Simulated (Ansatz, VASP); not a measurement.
**Two plane-wave programs on ZnS**

```
Zn S
1.0
     0.00000    2.70200    2.70200
     2.70200    0.00000    2.70200
     2.70200    2.70200    0.00000
Zn S
1 1
Direct
  0.75000 0.75000 0.75000
  0.00000 0.00000 0.00000
```

Alike in both runs: functional PBE; k mesh 9 × 9 × 9; occupations gaussian, width 0.02 eV; no spin polarisation.

|  | VASP | Ansatz |
| --- | --- | --- |
| version | VASP 6.6.1 | Ansatz 0.2.0 |
| potentials or method | VASP PAW PBE potentials, release 64 (Zn, S) | Ansatz PAW |
| plane-wave cutoff (eV) | 520 | 420 |
| valence electrons in the cell | 18 | 18 |
| task | electron localisation function | single point |

VASP gave:

* gap on the k mesh at the Fermi level (eV): 2.11
* least direct gap on the mesh (eV): 2.11
* pressure (GPa): 1.8

Q: What did Ansatz give for the same quantities?

A: gap on the k mesh at the Fermi level (eV): 2.11; least direct gap on the mesh (eV): 2.11; pressure (GPa): 1.6.

Caveats: odd divisions of the mesh miss points on the zone boundary, where band edges often lie, so the gap on the mesh can be too wide (Ansatz).
